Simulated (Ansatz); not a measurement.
Consider BaSnO3 in the cubic perovskite structure (space group Pm-3m, No. 221).

```yaml
crystal:
  lattice:
    - [4.17599, 0.00000, 0.00000]
    - [0.00000, 4.17599, 0.00000]
    - [0.00000, 0.00000, 4.17599]
  atoms:
    - { symbol: Ba, position: [0.00000, 0.00000, 0.00000] }
    - { symbol: Sn, position: [0.50000, 0.50000, 0.50000] }
    - { symbol: O, position: [0.00000, 0.50000, 0.50000] }
    - { symbol: O, position: [0.50000, 0.50000, 0.00000] }
    - { symbol: O, position: [0.50000, 0.00000, 0.50000] }
```

Computed with PBE (Ansatz, a first-principles code; PAW; 420 eV plane waves; no spin-orbit coupling).

Base values:

```
Quantity               Result
-------------  --------------
Density            6.93 g/cm³
Electron mass  0.13 mₑ (at Γ)
```

The change: cell and atoms relaxed at a pressure of 4.5 GPa.

**Question.** What does the calculation give for the density after the change?

**Answer.** The density grows by 0.22 g/cm³, from 6.93 g/cm³ to 7.15 g/cm³.

**Question.** What happens to the electron mass?

**Answer.** The electron mass goes from 0.13 mₑ (at Γ) to 0.16 mₑ (at Γ).

**Question.** What happens to the mean gap deformation potential ΔEg/Δln V?

**Answer.** The mean gap deformation potential ΔEg/Δln V is -12.0 eV.

Load acts through the strain it causes; cell and atoms are relaxed under it. Masses are band curvatures over ±0.01 Å⁻¹ around the edge. Whether these cells are dynamically stable was not tested.
